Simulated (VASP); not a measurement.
# Bi (C2/m) in VASP: a series of runs

One crystal, Bi, is run at these levels: PBE; tasks: single point.

Program: VASP 6.6.1. These are calculated values, not measurements. Logs are shortened: lines on timing, memory, paths and dates and some standing lists are left out, and cuts for length are marked.

## Step 1: The crystal as given

Symmetry: C2/m, No. 12, monoclinic system. The conventional cell has a = 6.977 Å, b = 6.265 Å, c = 3.359 Å, α = 90.00°, β = 112.04°, γ = 90.00°. Bi (site symmetry m) is surrounded by 6 Bi at 3.21 to 3.45 Å.

This isn't the form of Bi at room conditions, which is rhombohedral.

## Step 2: Single point, PBE

File INCAR:

```
SYSTEM = Bi
ADDGRID = .False.
ALGO = Normal
EDIFF = 1E-6
ENCUT = 460
GGA = PE
ISIF = 2
ISMEAR = 1
LASPH = .True.
LCHARG = .False.
LREAL = .False.
LWAVE = .False.
NBANDS = 22
NELM = 100
PREC = Accurate
SIGMA = 0.02
```

File KPOINTS:

```
k-points
0
Gamma
  9 9 12
  0 0 0
```

File POSCAR:

```
Bi
1.0
    3.4885980000     -3.1325780000      0.0000000000
    3.4885980000      3.1325780000      0.0000000000
   -1.2602350000      0.0000000000      3.1135500000
Bi
2
Direct
    0.7530610000      0.7530610000      0.8573820000
    0.2469390000      0.2469390000      0.1426180000
```

Potentials or basis: VASP PAW PBE potentials, release 64 (Bi_d).

Started as:

```console
> cat potpaw_PBE.64/Bi_d/POTCAR > POTCAR
> mpirun -np 1 vasp_std > vasp.out
```

OUTCAR:

```text
SYSTEM = Bi
   EDIFF = 1E-6
   ENCUT = 460
   GGA = PE
   ISIF = 2
   ISMEAR = 1
   LASPH = .True.
   LREAL = .False.
   NELM = 100
   PREC = Accurate

 Found    275 irreducible k-points:

 Following reciprocal coordinates:
            Coordinates               Weight
  0.000000  0.000000  0.000000      1.000000
  0.111111  0.000000  0.000000      4.000000
  0.222222 -0.000000  0.000000      4.000000
  0.333333  0.000000  0.000000      4.000000
  0.444444 -0.000000  0.000000      4.000000
  0.111111  0.111111  0.000000      2.000000
   k-points           NKPTS =    275   k-points in BZ     NKDIM =    275   number of bands    NBANDS=     22
   number of dos      NEDOS =    301   number of ions     NIONS =      2
   total plane-waves  NPLWV =  31104
   dimension x,y,z NGX =    36 NGY =   36 NGZ =   24
   dimension x,y,z NGXF=    72 NGYF=   72 NGZF=   48
   ions per type =               2
   NGX,Y,Z   is equivalent  to a cutoff of  12.76, 12.76, 11.88 a.u.
   NGXF,Y,Z  is equivalent  to a cutoff of  25.53, 25.53, 23.76 a.u.
 SYSTEM =  Bi
   PREC   = accura    normal or accurate (medium, high low for compatibility)
   ISTART =      0    job   : 0-new  1-cont  2-samecut
   ICHARG =      2    charge: 1-file 2-atom 10-const
   ISPIN  =      1    spin polarized calculation?
   LNONCOLLINEAR =      F non collinear calculations
   LSORBIT =      F    spin-orbit coupling
   LASPH  =      T    aspherical Exc in radial PAW
   ENCUT  =  460.0 eV  33.81 Ry    5.81 a.u.   8.20  8.20  5.87*2*pi/ulx,y,z
   NELM   =    100;   NELMIN=  2; NELMDL= -5     # of ELM steps
   EDIFF  = 0.1E-05   stopping-criterion for ELM
   LREAL  =      F    real-space projection
   EDIFFG = 0.1E-04   stopping-criterion for IOM
   NSW    =      0    number of steps for IOM
   IBRION =     -1    ionic relax: 0-MD 1-quasi-New 2-CG
   NFREE  =      0    steps in history (QN), initial steepest desc. (CG)
   ISIF   =      2    stress and relaxation
   ISYM   =      2    0-nonsym 1-usesym 2-fastsym
   POTIM  = 0.5000    time-step for ionic-motion
   TEBEG  =    0.0;   TEEND  =   0.0 temperature during run
   PSTRESS=    0.0 pullay stress
   NELECT =      30.0000    total number of electrons
   NUPDOWN=      -1.0000    fix difference up-down
   EMIN   =  10.00;   EMAX   =-10.00  energy-range for DOS
   EFERMI =   0.00;   METHOD = LEGACY
   ISMEAR =     1;   SIGMA  =   0.02  broadening in eV -4-tet -1-fermi 0-gaus
   EFERMI_NEDOS =   21; number of points for ismear=-14 and -15
   IALGO  =     38    algorithm
   IMIX   =      4    mixing-type and parameters
     AMIX     =   0.40;   BMIX     =  1.00
     AMIX_MAG =   1.60;   BMIX_MAG =  1.00
  volume/ion in A,a.u.               =      34.03       229.62
  Fermi-wavevector in a.u.,A,eV,Ry     =   1.245955  2.354514 21.121737  1.552404
  Thomas-Fermi vector in A             =   2.380154
   LORBIT       =      0    0 simple, 1 ext, 2 COOP (PROOUT), +10 PAW based schemes
   GGA     = PE    functional components
   LHFCALC =     F    Hartree Fock is set to
   AEXX    =    0.0000 exact exchange contribution
   IVDW    =     0    specifies the selected vdW correction
   LEPSILON=     F    determine dielectric tensor
   LRPA    =     F    only Hartree local field effects (RPA)
 non-spin polarized calculation
 Methfessel and Paxton  Order N= 1 SIGMA  =   0.02
  energy-cutoff  :      460.00
  volume of cell :       68.05
 maximum number of plane-waves:      1543
 NGX is ok and might be reduce to    36
   NGX = 17   NGY = 17   NGZ = 11

 number of electron      29.9999993 magnetization

 Free energy of the ion-electron system (eV)
  ---------------------------------------------------
  ext. energy  EPLUGINS =         0.00000000
  ---------------------------------------------------
  free energy    TOTEN  =        -7.67699045 eV

  energy without entropy =       -7.67695205  energy(sigma->0) =       -7.67697765

 E-fermi :   6.7457     XC(G=0):  -9.7824

 val. band max:        6.7450749858   @ k =   0.4444  -0.0000   0.3333
 cond. band min:       6.7490996031   @ k =  -0.2222   0.1111   0.5000
 fundamental gap:      0.0040246173
 Fermi energy:         6.7457021792

 k-point     1 :       0.0000    0.0000    0.0000
  band No.  band energies     occupation
      1     -16.2007      2.00000
      2     -16.1747      2.00000
      3     -16.1311      2.00000
      4     -16.1036      2.00000
      5     -16.0236      2.00000
      6     -16.0010      2.00000
      7     -15.9849      2.00000
      8     -15.9755      2.00000
      9     -15.9411      2.00000
     10     -15.8519      2.00000
     11      -6.3276      2.00000
     12      -2.4065      2.00000
     13       3.7041      2.00000
     14       3.9808      2.00000
     15       9.5446      0.00000
     16       9.8288      0.00000
     17      10.4986      0.00000
     18      10.8721      0.00000
     19      11.0332      0.00000
     20      13.4978      0.00000
     21      14.9941      0.00000
     22      15.4839      0.00000

 k-point     2 :       0.1111    0.0000    0.0000
  band No.  band energies     occupation
      1     -16.1939      2.00000
      2     -16.1755      2.00000
      3     -16.1333      2.00000
      4     -16.0984      2.00000
      5     -16.0220      2.00000
      6     -16.0029      2.00000
      7     -15.9835      2.00000
      8     -15.9732      2.00000
      9     -15.9449      2.00000
     10     -15.8597      2.00000
     11      -6.2474      2.00000
     12      -2.5991      2.00000
     13       3.8344      2.00000
     14       4.0691      2.00000
     15       9.2795      0.00000
     16       9.7396      0.00000
     17      10.0388      0.00000
     18      10.7499      0.00000
     19      11.1841      0.00000
     20      14.2210      0.00000
     21      15.1766      0.00000
     22      15.6981      0.00000

 k-point     3 :       0.2222   -0.0000    0.0000
  band No.  band energies     occupation
      1     -16.1794      2.00000
      2     -16.1736      2.00000
      3     -16.1371      2.00000
      4     -16.0839      2.00000
      5     -16.0214      2.00000
      6     -16.0053      2.00000
      7     -15.9803      2.00000
      8     -15.9688      2.00000
      9     -15.9553      2.00000
     10     -15.8811      2.00000
     11      -6.0092      2.00000
     12      -3.1017      2.00000
     13       4.2047      2.00000
     14       4.3349      2.00000
     15       8.2252      0.00000
     16       8.7343      0.00000
     17      10.5097      0.00000
     18      10.9147      0.00000
     19      11.3072      0.00000
     20      14.8337      0.00000
     21      15.5010      0.00000
     22      16.3713      0.00000

 k-point     4 :       0.3333    0.0000    0.0000
  band No.  band energies     occupation
      1     -16.1804      2.00000
      2     -16.1587      2.00000
      3     -16.1294      2.00000
      4     -16.0627      2.00000
      5     -16.0305      2.00000
      6     -16.0020      2.00000
      7     -15.9818      2.00000
      8     -15.9706      2.00000
      9     -15.9590      2.00000
     10     -15.9094      2.00000
     11      -5.6213      2.00000
     12      -3.7615      2.00000
     13       4.7512      2.00000
     14       4.8073      2.00000
     15       7.1528      0.00000
     16       7.5823      0.00000
     17      10.3018      0.00000
     18      11.3190      0.00000
     19      12.4088      0.00000
     20      14.5819      0.00000
     21      15.8283      0.00000
     22      16.9952      0.00000

 k-point     5 :       0.4444   -0.0000    0.0000
  band No.  band energies     occupation
      1     -16.1816      2.00000
      2     -16.1578      2.00000
      3     -16.1041      2.00000
      4     -16.0479      2.00000
      5     -16.0396      2.00000
      6     -16.0038      2.00000
      7     -15.9925      2.00000
      8     -15.9697      2.00000
      9     -15.9516      2.00000
     10     -15.9350      2.00000
     11      -5.1068      2.00000
     12      -4.4402      2.00000
     13       5.3664      2.00000
     14       5.5494      2.00000
     15       6.2196      2.00000
     16       6.5183      2.00000
     17      10.1866      0.00000
     18      11.3076      0.00000
     19      14.2440      0.00000
     20      14.4384      0.00000
     21      15.8221      0.00000
     22      16.2427      0.00000

 k-point     6 :       0.1111    0.1111    0.0000
  band No.  band energies     occupation
      1     -16.1876      2.00000
      2     -16.1756      2.00000
      3     -16.1297      2.00000
      4     -16.0940      2.00000
      5     -16.0231      2.00000
      6     -16.0068      2.00000
      7     -15.9853      2.00000
      8     -15.9683      2.00000
      9     -15.9483      2.00000
     10     -15.8686      2.00000
     11      -6.1766      2.00000
     12      -2.7232      2.00000
     13       3.3942      2.00000
     14       4.7126      2.00000
     15       8.0646      0.00000
     16      10.1492      0.00000
     17      10.4921      0.00000
     18      10.6864      0.00000
     19      11.3580      0.00000
     20      14.3549      0.00000
     21      15.3485      0.00000
     22      16.1210      0.00000

 [... further k-points ...]
[... 5 lines left out ...]
  --------------------------------------------------------------------------------------
  -------------------------------------------------------------------------------------
  Total       -0.0037023     -0.0407848      0.1193128      0.0000000      0.0000000     -0.1028380
  in kB       -0.0871658     -0.9602189      2.8090477      0.0000000      0.0000000     -2.4211718
  external PRESSURE =       0.5872210 kB  Pullay stress =       0.0000000 kB

 VOLUME and BASIS-vectors are now :
 -----------------------------------------------------------------------------
  energy-cutoff  :      460.00
  volume of cell :       68.05
      direct lattice vectors                 reciprocal lattice vectors
     3.488598000 -3.132578000  0.000000000     0.143324052 -0.159612945  0.058011590
     3.488598000  3.132578000  0.000000000     0.143324052  0.159612945  0.058011590
    -1.260235000  0.000000000  3.113550000     0.000000000  0.000000000  0.321176792

 POSITION                                       TOTAL-FORCE (eV/Angst)
 -----------------------------------------------------------------------------------
      4.17375      0.00000      2.66950         0.021889      0.000000      0.018776
      1.54321      0.00000      0.44405        -0.021889      0.000000     -0.018776
 -----------------------------------------------------------------------------------
    total drift:                               -0.000000      0.000000      0.000000

  FREE ENERGIE OF THE ION-ELECTRON SYSTEM (eV)
  ---------------------------------------------------
  free  energy   TOTEN  =        -7.6769904487 eV

  energy  without entropy=       -7.6769520462  energy(sigma->0) =       -7.67697765
```

Run time: 2.3 min. Hardware: 1 thread of Intel Xeon 6975P-C (Granite Rapids), shared host; peak memory 0.37 GiB.

These settings aren't checked as converged: the numbers below hold their error.

Results:

| Property | Result |
| --- | --- |
| Free energy | -7.6770 eV |
| Pressure | 0.1 GPa |
| Largest force | 0.029 eV/Å |
| Band gap on the k mesh | none (metal or under the smearing width) |

Caveat: spin-orbit coupling is left out, which moves the levels of the heavy elements.

[end of part 1 of 2]
